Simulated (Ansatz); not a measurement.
SnSe:

```xyz
2
Lattice="0.0000 3.3908 3.3908 3.3908 0.0000 3.3908 3.3908 3.3908 0.0000" Properties=species:S:1:pos:R:3 pbc="T T T"
Sn    0.0000    0.0000    0.0000
Se    5.0863    5.0863    5.0863
```

The cell was built by a generator and needn't be a form met in nature.

Base run:

```yaml
Program: Ansatz 0.2.0
Functional: HSEsol
Potentials_or_basis: Ansatz PAW
Cutoff: "420 eV (not typed: the program's choice for these potentials)"
k_mesh: 4 × 4 × 4
Occupations: fermi-dirac, width 0.05 eV
Spin: no spin polarisation
```

Its results: band gap on the k mesh 0.32 eV, indirect (least direct gap 1.03 eV); pressure -1.8 GPa.

Problem. After a change of settings the same cell gave: band gap on the k mesh 0.47 eV, indirect (least direct gap 1.17 eV); pressure -1.0 GPa. Which change was it?
A. functional from HSEsol to r2SCANh; cutoff from 420 eV (not typed: the program's choice for these potentials) to 500 eV (not typed: the program's choice for these potentials)
B. functional from HSEsol to r2SCAN0; cutoff from 420 eV (not typed: the program's choice for these potentials) to 500 eV (not typed: the program's choice for these potentials)
C. functional from HSEsol to B3LYP
D. functional from HSEsol to HF

Solution. A.

Caveats: spin-orbit coupling is left out, which moves the levels of the heavy elements; the PAW data sets come from PBE, with cores solved anew for the run's functional, which leaves a small shift of forces and pressure; the thresholds are loose for stress.
